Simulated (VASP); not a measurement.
**SiC (F-43m): a series in biaxial strain in the (001) plane**

Strain engineering needs slopes: what does biaxial strain in the (001) plane do to the lattice and the band edges of SiC?

Main program and level: VASP 6.6.1; LDA; plane waves and PAW (Si, C), in the first sound run; inputs show where later runs differ.

### 1. The structure

It takes space group F-43m (No. 216, cubic). The conventional cell has a = 4.360 Å, b = 4.360 Å, c = 4.360 Å, α = 90.00°, β = 90.00°, γ = 90.00°. Nearest to Si lie 4 C at 1.89 Å. Nearest to C lie 4 Si at 1.89 Å. Farther neighbours are not listed.

Structure file:

```xyz
2
Lattice="0.0000 2.1800 2.1800 2.1800 0.0000 2.1800 2.1800 2.1800 0.0000" Properties=species:S:1:pos:R:3 pbc="T T T"
Si    0.0000    0.0000    0.0000
C     1.0900    1.0900    1.0900
```

### 2. Relax the crystal, LDA

The series starts from the cell that this level prefers, so that zero strain is near zero stress.

This step took 2 runs in a row; the last is shown.

Level: LDA; plane waves and PAW (Si, C).

INCAR reads:

```
SYSTEM = SiC
PREC = Accurate
ENCUT = 600
EDIFF = 1E-07
NELM = 120
ISMEAR = 0
SIGMA = 0.02
LREAL = .FALSE.
ALGO = Normal
GGA = CA
NBANDS = 10
LORBIT = 11
LWAVE = .FALSE.
LCHARG = .FALSE.
KPAR = 8
IBRION = 2
NSW = 40
ISIF = 3
EDIFFG = -0.005
POTIM = 0.4
```

POSCAR reads:

```
SiC
1.0
    0.0000000000      2.1652404209      2.1652404209
    2.1652404209      0.0000000000      2.1652404209
    2.1652404209      2.1652404209      0.0000000000
Si C
1 1
Direct
    0.0000000000      0.0000000000      0.0000000000
    0.2500000000      0.2500000000      0.2500000000
```

KPOINTS reads:

```
Automatic mesh
0
Gamma
12 12 12
0 0 0
```

Potentials, in the order of the species: Si and C (LDA family, release 64).

The run is started by

```console
$ mpirun -np 8 vasp_std
```

The log of the run:

```text
[banner, memory and clock lines left out]
running    8 mpi-ranks, on    1 nodes
[...]
|                                                                             |
|           W    W    AA    RRRRR   N    N  II  N    N   GGGG   !!!           |
|           W    W   A  A   R    R  NN   N  II  NN   N  G    G  !!!           |
|           W    W  A    A  R    R  N N  N  II  N N  N  G       !!!           |
|           W WW W  AAAAAA  RRRRR   N  N N  II  N  N N  G  GGG   !            |
|           WW  WW  A    A  R   R   N   NN  II  N   NN  G    G                |
|           W    W  A    A  R    R  N    N  II  N    N   GGGG   !!!           |
|                                                                             |
|     For optimal performance we recommend to set                             |
|       NCORE = 2 up to number-of-cores-per-socket                            |
|     NCORE specifies how many cores store one orbital (NPAR=cpu/NCORE).      |
|     This setting can greatly improve the performance of VASP for DFT.       |
[...]
|     Unfortunately you need to use the default for GW and RPA                |
|     calculations (for HF NCORE is supported but not extensively tested      |
|     yet).                                                                   |
|                                                                             |

 LDA part: xc-table for (Slater(with rela. corr.)+CA(PZ))
 , standard interpolation
 POSCAR, INCAR and KPOINTS ok, starting setup
[...]
entering main loop
       N       E                     dE             d eps       ncg     rms          rms(c)
DAV:   1     0.408551955501E+01    0.40855E+01   -0.44454E+03  1504   0.771E+02
DAV:   2    -0.180102019773E+02   -0.22096E+02   -0.20958E+02  1842   0.117E+02
DAV:   3    -0.187329053029E+02   -0.72270E+00   -0.72107E+00  1674   0.186E+01
DAV:   4    -0.187365577239E+02   -0.36524E-02   -0.36521E-02  1648   0.166E+00
[...]
DAV:  11    -0.166448018268E+02   -0.42574E-06   -0.30540E-06  1718   0.119E-02    0.134E-02
DAV:  12    -0.166448016038E+02    0.22294E-06   -0.68107E-07  1496   0.428E-03    0.594E-04
DAV:  13    -0.166448016031E+02    0.76500E-09   -0.28133E-08   750   0.115E-03
   1 F= -.16644802E+02 E0= -.16644802E+02  d E =-.166448E+02
[...]
reached required accuracy - stopping structural energy minimisation
```

It took 3 s on 8 MPI ranks of Intel Xeon Platinum 8488C (Sapphire Rapids), shared host; peak memory 1.1 GiB.

Lines that name or quote the potential files are left out of all logs, and their timing lines are given in words.

Parts of OUTCAR (step 2):

```text
  Total        0.0011091      0.0011091      0.0011091      0.0000000      0.0000000      0.0000000
  in kB        0.0875246      0.0875246      0.0875246      0.0000000      0.0000000      0.0000000
  external PRESSURE =       0.0875246 kB  Pullay stress =       0.0000000 kB

 POSITION                                       TOTAL-FORCE (eV/Angst)
 -----------------------------------------------------------------------------------
      0.00000      0.00000      0.00000        -0.000000     -0.000000     -0.000000
      1.08262      1.08262      1.08262         0.000000      0.000000      0.000000
 -----------------------------------------------------------------------------------
    total drift:                                0.000000      0.000000      0.000000

  FREE ENERGIE OF THE ION-ELECTRON SYSTEM (eV)
  ---------------------------------------------------
  free  energy   TOTEN  =       -16.6448016031 eV

  energy  without entropy=      -16.6448016031  energy(sigma->0) =      -16.64480160

 reached required accuracy - stopping structural energy minimisation

[... 3 further parts left out ...]
[key lines of the parts left out:]
E-fermi :   8.4189
```

Numbers from this step:

| Quantity | Value |
| --- | --- |
| energy(sigma→0) of the program | -16.6448 eV |
| stress, compression positive | xx, yy, zz 0.01, 0.01, 0.01 GPa |
| volume | 20.302 Å³ |
| ionic steps | 1 |

### 3. Strain along the normal, LDA

One member in full: the plane is strained by 2 %, and the strain along the normal is moved by secant steps until the normal stress is under 0.012 GPa or five steps are spent; the atoms relax at each step.

This step took 3 runs, each at a new trial strain with the atoms of the one before; the last is shown.

Level: LDA; plane waves and PAW (Si, C); cell typed or built by script.

Changes to INCAR since step 2:

```diff
@@ -14,7 +14,7 @@
 LCHARG = .FALSE.
-KPAR = 8
-IBRION = 2
-NSW = 40
-ISIF = 3
-EDIFFG = -0.005
-POTIM = 0.4
+KPAR = 2
+IBRION = 1
+NSW = 25
+ISIF = 2
+EDIFFG = -0.004
+POTIM = 0.3
```

POSCAR reads:

```
SiC
1.0
    0.0000000000      2.2085452290      2.1339073890
    2.2085452290      0.0000000000      2.1339073890
    2.2085452290      2.2085452290      0.0000000000
Si C
1 1
Direct
    0.0000000000      0.0000000000      0.0000000000
    0.2500000000      0.2500000000      0.2500000000
```

KPOINTS is that of step 2.

The run is started by

```console
$ mpirun -np 2 vasp_std
```

The log of the run:

```text
[banner, memory and clock lines left out]
running    2 mpi-ranks, on    1 nodes
[...]
LDA part: xc-table for (Slater(with rela. corr.)+CA(PZ))
 , standard interpolation
 POSCAR, INCAR and KPOINTS ok, starting setup
[...]
entering main loop
       N       E                     dE             d eps       ncg     rms          rms(c)
DAV:   1     0.331291526113E+01    0.33129E+01   -0.43447E+03  3380   0.756E+02
DAV:   2    -0.179453138290E+02   -0.21258E+02   -0.20130E+02  4304   0.117E+02
DAV:   3    -0.186340516470E+02   -0.68874E+00   -0.68708E+00  3852   0.184E+01
DAV:   4    -0.186373645720E+02   -0.33129E-02   -0.33126E-02  3762   0.158E+00
[...]
DAV:  11    -0.166238239864E+02   -0.31739E-06   -0.39817E-06  3892   0.130E-02    0.123E-02
DAV:  12    -0.166238237589E+02    0.22750E-06   -0.64147E-07  3380   0.423E-03    0.741E-04
DAV:  13    -0.166238237578E+02    0.10501E-08   -0.26107E-08  1684   0.107E-03
   1 F= -.16623824E+02 E0= -.16623824E+02  d E =-.166238E+02
 BRION: g(F)=  0.176E-48 g(S)=  0.000E+00
 reached required accuracy - stopping structural energy minimisation
```

Run time: 27 s. Hardware: 2 MPI ranks; peak memory 0.32 GiB.

From OUTCAR (step 3):

```text
  Total       -1.0796862     -1.0796862      0.0000062      0.0000000      0.0000000     -0.0000000
  in kB      -83.0978889    -83.0978889      0.0004771      0.0000000      0.0000000     -0.0000000
  external PRESSURE =     -55.3984336 kB  Pullay stress =       0.0000000 kB

 POSITION                                       TOTAL-FORCE (eV/Angst)
 -----------------------------------------------------------------------------------
      0.00000      0.00000      0.00000        -0.000000     -0.000000     -0.000000
      1.10427      1.10427      1.06695         0.000000      0.000000      0.000000
 -----------------------------------------------------------------------------------
    total drift:                               -0.000000     -0.000000     -0.000000

  FREE ENERGIE OF THE ION-ELECTRON SYSTEM (eV)
  ---------------------------------------------------
  free  energy   TOTEN  =       -16.6238237578 eV

  energy  without entropy=      -16.6238237578  energy(sigma->0) =      -16.62382376

[... 1 part as in an earlier step ...]

[... 3 further parts left out ...]
[key lines of the parts left out:]
E-fermi :   8.2851
```

Numbers from this step:

* energy(sigma→0) of the program: -16.6238 eV
* stress, compression positive: xx, yy, zz -8.31, -8.31, 0.00 GPa
* ionic steps: 1

### 4. Band edges, TB-mBJ

Short lines in KPOINTS_OPT sample the zone centre along and across the normal of the plane, for masses, and the other valleys.

Level: TB-mBJ; plane waves and PAW (Si, C); cell typed or built by script.

TB-mBJ has no energy functional, so the total energy, stress and pressure in this output mean nothing.

INCAR reads:

```
SYSTEM = SiC
PREC = Accurate
ENCUT = 600
EDIFF = 1E-06
NELM = 150
ISMEAR = 0
SIGMA = 0.02
LREAL = .FALSE.
ALGO = Normal
METAGGA = MBJ
LASPH = .TRUE.
NBANDS = 9
LWAVE = .FALSE.
LCHARG = .FALSE.
KPAR = 2
```

POSCAR is that of step 3.

KPOINTS reads:

```
Automatic mesh
0
Gamma
9 9 9
0 0 0
```

KPOINTS_OPT reads:

```
Line mode
6
Line-mode
Reciprocal
  0.00000000   0.00000000   0.00000000
  0.01698110   0.01698110   0.00000000

  0.00000000   0.00000000   0.00000000
 -0.00000000  -0.01757504  -0.01757504

  0.31000000   0.31000000   0.00000000
  0.50000000   0.50000000   0.00000000

  0.00000000   0.31000000   0.31000000
  0.00000000   0.50000000   0.50000000

  0.45000000   0.45000000   0.45000000
  0.50000000   0.50000000   0.50000000

  0.45000000   0.00000000   0.00000000
  0.50000000   0.00000000   0.00000000

  0.42500000   0.42500000   0.00000000
  0.42500000   0.44257504   0.01757504

  0.50000000   0.50000000   0.50000000
  0.48757257   0.51242743   0.50000000
```

The run is started by

```console
$ mpirun -np 2 vasp_std
```

The log of the run:

```text
[banner, memory and clock lines left out]
running    2 mpi-ranks, on    1 nodes
[...]
|                                                                             |
|               ----> ADVICE to this user running VASP <----                  |
|                                                                             |
|     You enforced a specific xc type in the INCAR file but a different       |
|     [... a line on the potential file left out ...]
|     I HOPE YOU KNOW WHAT YOU ARE DOING!                                     |
|                                                                             |

 LDA part: xc-table for (None), standard interpolation
 POSCAR, INCAR and KPOINTS ok, starting setup
[...]
entering main loop
       N       E                     dE             d eps       ncg     rms          rms(c)
DAV:   1     0.326217780734E+01    0.32622E+01   -0.45233E+03  1366   0.853E+02
DAV:   2    -0.211200087748E+02   -0.24382E+02   -0.23034E+02  1774   0.121E+02
DAV:   3    -0.217540962922E+02   -0.63409E+00   -0.63347E+00  1604   0.195E+01
DAV:   4    -0.217562583992E+02   -0.21621E-02   -0.21619E-02  1600   0.135E+00
[...]
DAV:  37    -0.173747749715E+02    0.16190E-05   -0.90944E-12   675   0.174E-05    0.309E-06
DAV:  38    -0.173747760619E+02   -0.10903E-05   -0.31512E-12   675   0.106E-05    0.117E-06
DAV:  39    -0.173747755624E+02    0.49943E-06   -0.18460E-14   675   0.570E-06
   1 F= -.17374776E+02 E0= -.17374776E+02  d E =-.845728E-14
 Start KPOINTS_OPT (optional k-point list driver)
k-point batch [1-48\48]
       N       E                     dE             ncg
DAV:   1     0.246609684836E+04   -0.10905E+05      888
DAV:   2     0.133170384322E+04   -0.11344E+04     1274
DAV:   3     0.131341151435E+04   -0.18292E+02      991
DAV:   4     0.131335471802E+04   -0.56796E-01     1078
DAV:   5     0.131335454859E+04   -0.16943E-03     1000
DAV:   6     0.131335454765E+04   -0.93610E-06     1118
```

Elapsed: 50 s, on 2 MPI ranks; peak memory 0.33 GiB.

OUTCAR, selected parts (step 4):

```text
  LATTYP: Found a body centered tetragonal cell.
 ALAT       =     3.1233546160
 C/A-ratio  =     1.3664201805

 Subroutine GETGRP returns: Found  8 space group operations
 (whereof  8 operations were pure point group operations)

The static configuration has the point symmetry D_2d.

 Found     75 irreducible k-points:

   k-points           NKPTS =     75   k-points in BZ     NKDIM =     75   number of bands    NBANDS=      9

   dimension x,y,z NGX =    28 NGY =   28 NGZ =   28
   dimension x,y,z NGXF=    56 NGYF=   56 NGZF=   56

   ENCUT  =  600.0 eV  44.10 Ry    6.64 a.u.   6.13  6.13  6.24*2*pi/ulx,y,z

   NELECT =       8.0000    total number of electrons

 E-fermi :   8.2280

 k-point     1 :       0.0000    0.0000    0.0000
  band No.  band energies     occupation
      1      -7.5162      2.00000
      2       7.8881      2.00000
      3       7.8881      2.00000
      4       8.1356      2.00000
      5      14.8927      0.00000
      6      15.8786      0.00000
      7      15.9758      0.00000
      8      15.9758      0.00000
      9      22.9445      0.00000

 k-point     2 :       0.1111    0.0000    0.0000
  band No.  band energies     occupation
      1      -7.2815      2.00000
      2       6.7827      2.00000
      3       7.7047      2.00000
      4       7.9148      2.00000
      5      15.1375      0.00000
      6      16.1737      0.00000
      7      16.2715      0.00000
      8      16.4290      0.00000
      9      21.9883      0.00000

  Total       10.4587707     10.4587707     12.0111919      0.0000000     -0.0000000     -0.0000000
  in kB      804.9577144    804.9577144    924.4395768      0.0000000     -0.0000000     -0.0000000
  external PRESSURE =     844.7850019 kB  Pullay stress =       0.0000000 kB

 POSITION                                       TOTAL-FORCE (eV/Angst)
 -----------------------------------------------------------------------------------
      0.00000      0.00000      0.00000        -0.000000     -0.000000     -0.000000
      1.10427      1.10427      1.06695         0.000000      0.000000      0.000000
 -----------------------------------------------------------------------------------
    total drift:                                0.000014      0.000014      0.000018

  FREE ENERGIE OF THE ION-ELECTRON SYSTEM (eV)
  ---------------------------------------------------
  free  energy   TOTEN  =       -17.3747755624 eV

  energy  without entropy=      -17.3747755624  energy(sigma->0) =      -17.37477556

[... 1 part as in an earlier step ...]

[... 7 further parts left out ...]
```

### 5. Band edges, r2SCAN

Short lines in KPOINTS_OPT sample the zone centre along and across the normal of the plane, for masses, and the other valleys.

Level: r2SCAN; plane waves and PAW (Si, C); cell typed or built by script.

Changes to INCAR since step 4:

```diff
@@ -4,3 +4,3 @@
 EDIFF = 1E-06
-NELM = 150
+NELM = 100
 ISMEAR = 0
@@ -9,3 +9,3 @@
 ALGO = Normal
-METAGGA = MBJ
+METAGGA = R2SCAN
 LASPH = .TRUE.
```

POSCAR is that of step 4.

KPOINTS is that of step 4.

KPOINTS_OPT is that of step 4.

The run is started by

```console
$ mpirun -np 2 vasp_std
```

The log of the run:

```text
[banner, memory and clock lines left out]
running    2 mpi-ranks, on    1 nodes
[...]
[... a notice as in an earlier step ...]

 LDA part: xc-table for (None), standard interpolation
 POSCAR, INCAR and KPOINTS ok, starting setup
[...]
entering main loop
       N       E                     dE             d eps       ncg     rms          rms(c)
DAV:   1    -0.373737233390E+02   -0.37374E+02   -0.46207E+03  1374   0.870E+02
DAV:   2    -0.618200520064E+02   -0.24446E+02   -0.22896E+02  1800   0.124E+02
DAV:   3    -0.624770023037E+02   -0.65695E+00   -0.65621E+00  1613   0.201E+01
DAV:   4    -0.624796001719E+02   -0.25979E-02   -0.25976E-02  1730   0.152E+00
[...]
DAV:   9    -0.594053879114E+02   -0.39038E-03   -0.38829E-04  1995   0.220E-01    0.143E-01
DAV:  10    -0.594054762586E+02   -0.88347E-04   -0.73021E-05  1436   0.990E-02    0.107E-02
DAV:  11    -0.594054757697E+02    0.48886E-06   -0.54817E-07  1715   0.683E-03
   1 F= -.59405476E+02 E0= -.59405476E+02  d E =-.179859E-14
 Start KPOINTS_OPT (optional k-point list driver)
k-point batch [1-48\48]
       N       E                     dE             ncg
DAV:   1     0.242107084292E+04   -0.10950E+05      904
DAV:   2     0.129089539407E+04   -0.11302E+04     1300
DAV:   3     0.126955024691E+04   -0.21345E+02     1050
DAV:   4     0.126947758779E+04   -0.72659E-01     1128
DAV:   5     0.126947736174E+04   -0.22605E-03     1029
DAV:   6     0.126947735994E+04   -0.17960E-05     1120
DAV:   7     0.126947735993E+04   -0.11348E-07      871
```

The job ended after 55 s (2 MPI ranks; peak memory 0.34 GiB; 1.8 min of CPU time).

(Continued in part 2 of 2.)

[Lines on the potential files, build, host, timing and source positions are cut from VASP's logs without a mark.]

[Logs are printed without paths, hosts, clocks, repeated set-up lines and the standing remarks that a program may print on its own settings, such as how far it seeks lower states.]

[Hosts, paths, dates, database ids (printed as entryN), source tags and the programs' standing remarks are cut or masked in the printed files.]

[In band tables of VASP the shares of atoms and orbitals are scaled to a sum of 1 inside the atoms' spheres.]
